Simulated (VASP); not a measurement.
# Mo in VASP: work function with PBE

Aim: the work function of Mo with PBE.

Everything below comes from runs of VASP 6.6.1. Logs are shortened: lines on timing, memory, paths and dates and some standing lists are left out, and cuts for length are marked.

**1. The undisturbed crystal**

The cell holds a slab with vacuum, 5 atoms: a = 2.850 Å, b = 2.850 Å, c = 24.307 Å, α = 90.00°, β = 90.00°, γ = 120.00°.

The slab is cut from a database's or a generator's crystal, which needn't be the stable form of the element.

**2. Work function, PBE (the (1 1 1) slab of Mo, cut from the database cell, not relaxed)**

INCAR reads:

```
SYSTEM = Mo
ALGO = Normal
DIPOL = 0.5 0.5 0.500
EDIFF = 1E-6
ENCUT = 520
GGA = PE
IDIPOL = 3
ISIF = 2
ISMEAR = 0
LASPH = .True.
LCHARG = .True.
LDIPOL = .True.
LELF = .True.
LREAL = .False.
LVACPOTAV = .True.
LVHAR = .True.
LWAVE = .False.
NELM = 60
PREC = Accurate
SIGMA = 0.05
```

KPOINTS reads:

```
k-points
0
Gamma
  11 11 1
  0 0 0
```

POSCAR reads:

```
Mo
1.0
    2.8496403282      0.0000000000      0.0000000000
   -1.4248201641      2.4678609159      0.0000000000
    0.0000000000      0.0000000000     24.3068863393
Mo
5
Direct
    0.6666666667      0.3333333333      0.3085545345
    0.3333333333      0.6666666667      0.4042772673
    0.0000000000      0.0000000000      0.5000000000
    0.6666666667      0.3333333333      0.5957227327
    0.3333333333      0.6666666667      0.6914454655
```

Potentials or basis: VASP PAW PBE potentials, release 64 (Mo_sv).

Launch:

```console
$ cat potpaw_PBE.64/Mo_sv/POTCAR > POTCAR
$ mpirun -np 1 vasp_std > vasp.out
```

OUTCAR:

```text
SYSTEM = Mo
   EDIFF = 1E-6
   ENCUT = 520
   GGA = PE
   ISIF = 2
   ISMEAR = 0
   LASPH = .True.
   LREAL = .False.
   NELM = 60
   PREC = Accurate

 ion  position               nearest neighbor table
   1  0.667  0.333  0.309-   2 2.85   2 2.85   2 2.85
   2  0.333  0.667  0.404-   3 2.85   3 2.85   3 2.85   1 2.85   1 2.85   1 2.85
   3  0.000  0.000  0.500-   2 2.85   4 2.85   4 2.85   2 2.85   4 2.85   2 2.85
   4  0.667  0.333  0.596-   3 2.85   3 2.85   3 2.85   5 2.85   5 2.85   5 2.85
   5  0.333  0.667  0.691-   4 2.85   4 2.85   4 2.85

  LATTYP: Found a hexagonal cell.
 ALAT       =     2.8496403282
 C/A-ratio  =     8.5298085161

  Lattice vectors:

 A1 = (   2.8496403282,   0.0000000000,   0.0000000000)
 A2 = (  -1.4248201641,   2.4678609159,   0.0000000000)
 A3 = (   0.0000000000,   0.0000000000,  24.3068863393)

Analysis of symmetry for initial positions (statically):
=====================================================================
 Subroutine PRICEL returns:
 Original cell was already a primitive cell.

 Routine SETGRP: Setting up the symmetry group for a
 hexagonal supercell.

 Subroutine GETGRP returns: Found 12 space group operations
 (whereof 12 operations were pure point group operations)
 out of a pool of 24 trial point group operations.

The static configuration has the point symmetry D_3d.

Analysis of symmetry for dynamics (positions and initial velocities):
=====================================================================
 Subroutine PRICEL returns:
 Original cell was already a primitive cell.

 Routine SETGRP: Setting up the symmetry group for a
 hexagonal supercell.

 Subroutine GETGRP returns: Found 12 space group operations
 (whereof 12 operations were pure point group operations)
 out of a pool of 24 trial point group operations.

The dynamic configuration has the point symmetry D_3d.

 Subroutine INISYM returns: Found 12 space group operations
 (whereof 12 operations are pure point group operations),
 and found     1 'primitive' translations

----------------------------------------------------------------------------------------

                                     Primitive cell

  volume of cell :     170.9386

  direct lattice vectors                    reciprocal lattice vectors
     2.849640328  0.000000000  0.000000000     0.350921479  0.202604611  0.000000000
    -1.424820164  2.467860916  0.000000000     0.000000000  0.405209221  0.000000000
     0.000000000  0.000000000 24.306886339     0.000000000  0.000000000  0.041140605

[... 87 lines left out ...]
   ISYM   =      2    0-nonsym 1-usesym 2-fastsym
   POTIM  = 0.5000    time-step for ionic-motion
   TEBEG  =    0.0;   TEEND  =   0.0 temperature during run
   PSTRESS=    0.0 pullay stress
   NELECT =      70.0000    total number of electrons
   NUPDOWN=      -1.0000    fix difference up-down
   EMIN   =  10.00;   EMAX   =-10.00  energy-range for DOS
   EFERMI =   0.00;   METHOD = LEGACY
   ISMEAR =     0;   SIGMA  =   0.05  broadening in eV -4-tet -1-fermi 0-gaus
   EFERMI_NEDOS =   21; number of points for ismear=-14 and -15
   IALGO  =     38    algorithm
   IMIX   =      4    mixing-type and parameters
     AMIX     =   0.40;   BMIX     =  1.00
     AMIX_MAG =   1.60;   BMIX_MAG =  1.00
  volume/ion in A,a.u.               =      34.19       230.71
  Fermi-wavevector in a.u.,A,eV,Ry     =   1.215703  2.297346 20.108510  1.477934
  Thomas-Fermi vector in A             =   2.351081
   LORBIT       =      0    0 simple, 1 ext, 2 COOP (PROOUT), +10 PAW based schemes
   GGA     = PE    functional components
   LHFCALC =     F    Hartree Fock is set to
   AEXX    =    0.0000 exact exchange contribution
   IVDW    =     0    specifies the selected vdW correction
   LEPSILON=     F    determine dielectric tensor
   LRPA    =     F    only Hartree local field effects (RPA)
 non-spin polarized calculation
 Gauss-broadening in eV      SIGMA  =   0.05
  energy-cutoff  :      520.00
  volume of cell :      170.94
 maximum number of plane-waves:      4635
 NGX is ok and might be reduce to    24
   NGX = 11   NGY = 11   NGZ = 91

 number of electron      70.0000002 magnetization

 dipolmoment           0.000000      0.000000     -0.000000 electrons x Angstroem

 Free energy of the ion-electron system (eV)
  ---------------------------------------------------
  ext. energy  EPLUGINS =         0.00000000
  ---------------------------------------------------
  free energy    TOTEN  =       -50.48681084 eV

  energy without entropy =      -50.48007083  energy(sigma->0) =      -50.48344083

 E-fermi :   3.1678     XC(G=0):  -7.1191

 val. band max:        3.1580650276   @ k =   0.2727   0.0909   0.0000
 cond. band min:       3.1713157103   @ k =   0.4545  -0.0000   0.0000
 fundamental gap:      0.0132506827
 Fermi energy:         3.1678391567

 k-point     1 :       0.0000    0.0000    0.0000
  band No.  band energies     occupation
      1     -57.5618      2.00000
      2     -57.5478      2.00000
      3     -57.4718      2.00000
      4     -57.4433      2.00000
      5     -57.3453      2.00000
      6     -32.0936      2.00000
[... 709 lines left out ...]
     41       5.5956      0.00000
     42       5.5966      0.00000

------------------------ aborting loop because EDIFF is reached ----------------------------------------

  FORCE on cell =-STRESS in cart. coord.  units (eV):
  Direction    XX          YY          ZZ          XY          YZ          ZX
  --------------------------------------------------------------------------------------
  -------------------------------------------------------------------------------------
  Total       -7.4319487     -7.4319487     -1.8159613      0.0000000      0.0000000     -0.0000000
  in kB      -69.6583568    -69.6583568    -17.0206880      0.0000000      0.0000000     -0.0000000
  external PRESSURE =     -52.1124672 kB  Pullay stress =       0.0000000 kB

 VOLUME and BASIS-vectors are now :
 -----------------------------------------------------------------------------
  energy-cutoff  :      520.00
  volume of cell :      170.94
      direct lattice vectors                 reciprocal lattice vectors
     2.849640328  0.000000000  0.000000000     0.350921479  0.202604611  0.000000000
    -1.424820164  2.467860916  0.000000000     0.000000000  0.405209221  0.000000000
     0.000000000  0.000000000 24.306886339     0.000000000  0.000000000  0.041140605

 POSITION                                       TOTAL-FORCE (eV/Angst)
 -----------------------------------------------------------------------------------
      1.42482      0.82262      7.50000         0.000000     -0.000000      0.143027
     -0.00000      1.64524      9.82672         0.000000      0.000000      0.098914
      0.00000      0.00000     12.15344         0.000000      0.000000      0.000000
      1.42482      0.82262     14.48016        -0.000000     -0.000000     -0.098914
     -0.00000      1.64524     16.80689        -0.000000      0.000000     -0.143027
 -----------------------------------------------------------------------------------
    total drift:                               -0.000000     -0.000000      0.000000

  FREE ENERGIE OF THE ION-ELECTRON SYSTEM (eV)
  ---------------------------------------------------
  free  energy   TOTEN  =       -50.4868108350 eV

  energy  without entropy=      -50.4800708284  energy(sigma->0) =      -50.48344083

 vacuum level on the upper side and lower side of the slab         7.786         7.786
```

stdout:

```text
POSCAR found type information on POSCAR Mo
 POSCAR found :  1 types and       5 ions
 scaLAPACK will be used
 LDA part: xc-table for (Slater+PW92), standard interpolation
 POSCAR, INCAR and KPOINTS ok, starting setup
 FFT: planning ... GRIDC
 FFT: planning ... GRID_SOFT
 FFT: planning ... GRID
 WAVECAR not read
 entering main loop
 -----------------------------------------------------------------------------
|                                                                             |
|           W    W    AA    RRRRR   N    N  II  N    N   GGGG   !!!           |
|           W    W   A  A   R    R  NN   N  II  NN   N  G    G  !!!           |
|           W    W  A    A  R    R  N N  N  II  N N  N  G       !!!           |
|           W WW W  AAAAAA  RRRRR   N  N N  II  N  N N  G  GGG   !            |
|           WW  WW  A    A  R   R   N   NN  II  N   NN  G    G                |
|           W    W  A    A  R    R  N    N  II  N    N   GGGG   !!!           |
|                                                                             |
|     Did not find any points to average over, which means that no vacuum     |
|     field-free region was found. Please increase the size of  your cell     |
|     in the dimension of the dipole correction to obtain accurate            |
|     workfunction values.                                                    |
|                                                                             |
 -----------------------------------------------------------------------------
```

Wall time 2 min (1 thread of Intel Xeon 6975P-C (Granite Rapids), shared host); peak memory 0.34 GiB.

What came out:

* Free energy: -50.4868 eV
* Largest force: 0.143 eV/Å
* Band gap on the k mesh: none (metal or under the smearing width)
* Work function of the upper face: 4.62 eV
* Work function of the lower face: 4.62 eV

Forces in eV/Å, atoms in the order of the input:
```
Mo   0.000  0.000  0.143
Mo   0.000  0.000  0.099
Mo   0.000  0.000  0.000
Mo   0.000  0.000 -0.099
Mo   0.000  0.000 -0.143
```
